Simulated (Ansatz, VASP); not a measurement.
# Mg in VASP and in Ansatz

The input INCAR:

```
SYSTEM = Mg
PREC = Accurate ; ENCUT = 520
EDIFF = 1E-6 ; ISMEAR = -1
SIGMA = 0.03 ; LREAL = .FALSE.
LASPH = .TRUE. ; NELM = 60
ALGO = Normal ; ISIF = 2
LWAVE = .FALSE. ; LCHARG = .FALSE.
GGA = PE ; NBANDS = 7
```

KPOINTS

```
Automatic mesh
0
G
  16 16 16
  0 0 0
```

File POSCAR:

```
Mg
1.0
    0.0000000000      2.2737890710      2.2737890710
    2.2737890710      0.0000000000      2.2737890710
    2.2737890710      2.2737890710      0.0000000000
Mg
1
Direct
    0.0000000000      0.0000000000      0.0000000000
```

Input for Ansatz:

```yaml
crystal:
  lattice:
    - [0.0, 2.273789071, 2.273789071]
    - [2.273789071, 0.0, 2.273789071]
    - [2.273789071, 2.273789071, 0.0]
  atoms:
    - { symbol: Mg, position: [0.0, 0.0, 0.0] }
kpoints:
  mp_grid: { grid: [16, 16, 16] }
  band_path:
    path:
      - [0.0, 0.0, 0.0]
      - [0.5, 0.0, 0.5]
      - [0.625, 0.25, 0.625]
      - [0.375, 0.375, 0.75]
      - [0.0, 0.0, 0.0]
      - [0.5, 0.5, 0.5]
      - [0.5, 0.25, 0.75]
      - [0.5, 0.0, 0.5]
    npoints: 5
scf:
  occupations: { method: fermi_dirac, width: 0.03 }
hamiltonian:
  xc: pbe
  pseudopotentials: { kind: all_electron, lapw: { basis_error: 0.001 } }
output:
  forces: true
  stress: true
  eigenvalues: true
```

Change from the starting cell: volume scaled by 1.04.

Alike in both runs: task single point; functional PBE; k mesh 16 × 16 × 16; occupations fermi-dirac, width 0.03 eV; no spin polarisation.

|  | VASP | Ansatz |
| --- | --- | --- |
| version | VASP 6.6.1 | Ansatz 0.2.0 |
| potentials or method | VASP PAW PBE potentials, release 64 (Mg) | all-electron LAPW, scalar-relativistic |
| plane-wave cutoff (eV) | 520 | see its input |

Ansatz gave:

* pressure (GPa): -0.6

Question: Which values does VASP return?

Answer: Pressure (GPa): -0.7.

Ansatz ran all-electron here, so the differences hold the error of VASP's frozen core and of both bases.
